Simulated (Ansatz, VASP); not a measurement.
# Cu: VASP beside Ansatz

The input INCAR:

```
SYSTEM = Cu
PREC = Accurate
ENCUT = 600
EDIFF = 1E-7
ISMEAR = 0
SIGMA = 0.1
LREAL = .FALSE.
LASPH = .TRUE.
NELM = 100
ALGO = Normal
ISIF = 3
LWAVE = .FALSE.
LCHARG = .FALSE.
GGA = PS
IBRION = 2
NSW = 90
EDIFFG = -0.04
```

KPOINTS

```
Automatic mesh
0
G
  8 8 8
  0 0 0
```

POSCAR

```
Cu
1.0
    0.0000000000      2.1217743738      4.4881808214
    1.2503376822      0.0000000000      4.4881808214
    1.2503376822      2.1217743738      0.0000000000
Cu
2
Direct
    0.1321133609      0.1321133609      0.8678866391
    0.8678866391      0.8678866391      0.1321133609
```

Input for Ansatz:

```yaml
crystal:
  lattice:
    - [0.0, 2.1217743738, 4.4881808214]
    - [1.2503376822, 0.0, 4.4881808214]
    - [1.2503376822, 2.1217743738, 0.0]
  atoms:
    - { symbol: Cu, position: [0.1321133609, 0.1321133609, 0.8678866391] }
    - { symbol: Cu, position: [0.8678866391, 0.8678866391, 0.1321133609] }
basis:
  ecutwfc: 420
kpoints:
  mp_grid: { grid: [8, 8, 8] }
hamiltonian:
  xc: pbesol
scf:
  occupations: { method: gaussian, width: 0.1 }
  lower_state_search: "off"
output:
  forces: true
  stress: true
  eigenvalues: true
relax:
  adjacent_minimum: "off"
  f_tol: 0.04
  max_steps: 70
  cell: { stress_tol: 0.4 }
```

Alike in both runs: task relaxation of cell and atoms; functional PBEsol; k mesh 8 × 8 × 8; occupations gaussian, width 0.1 eV; no spin polarisation.

|  | VASP | Ansatz |
| --- | --- | --- |
| version | VASP 6.6.1 | Ansatz 0.2.0 |
| potentials or method | VASP PAW PBE potentials, release 64 (Cu) | scalar-relativistic, plane waves, PAW |
| plane-wave cutoff (eV) | 600 | 420 |
| valence electrons in the cell | 22 | 38 |

VASP gave:

* gap on the k mesh at the Fermi level, each at its own relaxed structure (eV): none
* relaxed volume (Å³/atom): 11.95
* relaxed cell length with the largest relative difference (Å): 2.443
* energy change over the relaxation (meV/atom): -3

Question: Estimate Ansatz's values.

Answer: gap on the k mesh at the Fermi level, each at its own relaxed structure (eV): none; relaxed volume (Å³/atom): 11.88; relaxed cell length with the largest relative difference (Å): 2.437; energy change over the relaxation (meV/atom): -3.

A gap of «none» marks a metal or a gap that the smearing closes. The two sets of potentials don't hold the same shells in valence.

Caveats: the k mesh is coarse (spacing up to 0.37 Å⁻¹), so the values aren't converged; the PAW data sets were made with another functional, which shifts forces and pressure a little (VASP).
